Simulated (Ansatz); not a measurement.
# Compressing Pd: a fit and a missing row

Pd, Fm-3m, a = 3.942 Å. Ansatz: PBE, PAW, 420 eV, Γ-centred 18×18×18 mesh on 1 atom, Gaussian smearing 0.10 eV; no spin polarisation. Symmetry fixes shape and atoms, so the cell is only scaled; pressure is positive in compression.

```tsv
V (Å³/atom)	P (GPa)
14.399	12.33
14.859	?
15.318	-0.03
15.778	-4.62
16.238	-8.38
```

Problem. Take V0 = 15.318 Å³/atom, count pressures from its P0 = -0.03 GPa, fit the third-order Birch–Murnaghan form to the other rows, and predict the missing pressure.

Solution. With the Eulerian strain f = ½[(V0/V)^(2/3) − 1] and y = (P − P0)/[3f(1 + 2f)^(5/2)], the form is the line y = B0 + 1.5 B0 (B0′ − 4) f. Rows (f, y): 0.02105, 176.6; -0.00977, 164.5; -0.01907, 160.9. Means f = -0.002597, y = 167.33; Σ(Δf)² = 0.0008820, ΣΔfΔy = 0.3454; the slope is their ratio. y = 168.4 + 391.6 f GPa, so B0 = 168.4 GPa and B0′ = 4 + 2 × (391.6)/(3 × 168.4) = 5.55. At V = 14.859, f = 0.01024, y = 172.41 and P = 5.54 GPa. The run gave 5.55 GPa, so the fit is 0.01 GPa too low, a small miss on the scale of the series.